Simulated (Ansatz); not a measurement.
Crystal: MnS.

```
Mn S
1.0
     0.00000    2.47346    2.47346
     2.47346    0.00000    2.47346
     2.47346    2.47346    0.00000
Mn S
1 1
Direct
  0.00000 0.00000 0.00000
  0.75000 0.75000 0.75000
```

The cell is a database's computed one.

Base run:

| Property | Result |
| --- | --- |
| Program | Ansatz 0.2.0 |
| Functional | PBEsol |
| Potentials or basis | all-electron LAPW, scalar-relativistic |
| Cutoff | 344 eV (chosen from the basis error) |
| Basis error allowed | 0.001 eV/atom |
| k mesh | 9 × 9 × 9 |
| Occupations | fermi-dirac, width 0.05 eV |
| Spin | collinear spin, ferromagnetic start |
| Starting moments | [4.0, 0.0] μB |
| Hubbard terms | Mn d U = 8 eV |

Its results: band gap on the k mesh none (metal or under the smearing width); pressure 68.0 GPa; net moment 4.97 μB per cell; site moments Mn +4.40; S +0.08 μB.

Problem. The run is repeated on the same cell with these changes: hubbard terms from Mn d U = 8 eV to Mn d U = 6 eV. What comes out?

Solution. Band gap on the k mesh none (metal or under the smearing width); pressure 61.9 GPa; net moment 4.88 μB per cell; site moments Mn +4.30; S +0.09 μB.

Caveats: the magnetic state may not be the lowest; a pressure of tens of GPa on the cell as given is suspect, and the run, the potentials or the cell itself is likely at fault; U is the effective U less J, on atomic orbitals that reach past the spheres; a cell with one magnetic atom can't hold antiferromagnetic order, which such compounds often take.
